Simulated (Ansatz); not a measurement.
**TaN: relaxation of cell and atoms with PBEsol+D3(BJ)**

TaN:

```xyz
2
Lattice="2.7323 0.0000 0.0000 0.0000 2.7323 0.0000 0.0000 0.0000 2.7323" Properties=species:S:1:pos:R:3 pbc="T T T"
Ta    0.0000    0.0000    0.0000
N     1.3662    1.3662    1.3662
```

The cell comes from a database or a generator and needn't be the stable form of this composition.

```
Program             : Ansatz 0.2.0
Task                : relaxation of cell and atoms
Functional          : PBEsol
Dispersion          : D3(BJ)
Potentials or basis : Ansatz PAW
Cutoff              : 420 eV (not typed: the program's choice for these potentials)
k mesh              : 10 × 10 × 10
Occupations         : fermi-dirac, width 0.05 eV
Spin                : no spin polarisation
```

| Item | Value |
| --- | --- |
| Relaxed volume | 9.84 Å³/atom |
| Relaxed cell | a = 2.699 Å, b = 2.699 Å, c = 2.699 Å, α = 90.00°, β = 90.00°, γ = 90.00° |
| Space group after relaxing (to 0.05 Å) | Pm-3m (No. 221) |
| Energy gained by relaxing | 14.3 meV/atom |
| Ionic steps | 7 |
| Pressure after relaxing | 0.0 GPa |
| Band gap on the k mesh | none (metal or under the smearing width) |

The path:
```csv
step,energy change (eV),largest force (eV/Å),volume (Å³)
1,0.0000,0.0000,20.40
2,-0.0228,0.0000,19.29
3,-0.0303,0.0000,19.70
4,-0.0304,0.0000,19.68
5,-0.0285,0.0000,19.68
6,-0.0286,0.0000,19.67
7,-0.0286,0.0000,19.67
```

Final structure:
```xyz
2
Lattice="2.6994 0.0000 0.0000 0.0000 2.6994 0.0000 0.0000 0.0000 2.6994" Properties=species:S:1:pos:R:3 pbc="T T T"
Ta    0.0000    0.0000    0.0000
N     1.3497    1.3497    1.3497
```

Levels at points of the mesh, in eV from the Fermi level:
| k point | band 6 | band 7 | band 8 | band 9 | band 10 | band 11 | band 12 | band 13 |
| --- | --- | --- | --- | --- | --- | --- | --- | --- |
| (0.00, 0.00, 0.00) | -5.17 | -5.17 | -2.83 | -2.83 | -2.83 | 2.88 | 4.10 | 4.10 |
| (0.00, 0.00, -0.50) | -10.44 | -4.93 | -4.93 | -3.87 | 4.10 | 4.75 | 5.53 | 5.53 |
| (0.00, -0.50, -0.50) | -6.17 | -6.17 | -3.91 | -2.19 | 0.63 | 0.63 | 0.92 | 7.31 |
| (-0.50, -0.50, -0.50) | -9.64 | -9.64 | -9.64 | 6.51 | 6.51 | 6.51 | 7.64 | 7.64 |

Wall time 4.2 s on 2 threads of Arm Neoverse V2, with other jobs on the host, peak memory 0.3 GiB.

Caveat: the plane-wave basis is chosen anew once the cell has moved, so the energies of steps on either side of that aren't comparable; the pressure holds a Pulay correction of +0.5 GPa for the finite cutoff; pairwise dispersion overbinds metals, which lowers pressure and volume; the PAW data sets come from PBE, with cores solved anew for the run's functional, which leaves a small shift of forces and pressure. Spin-orbit coupling is left out, which matters for the levels of Ta.
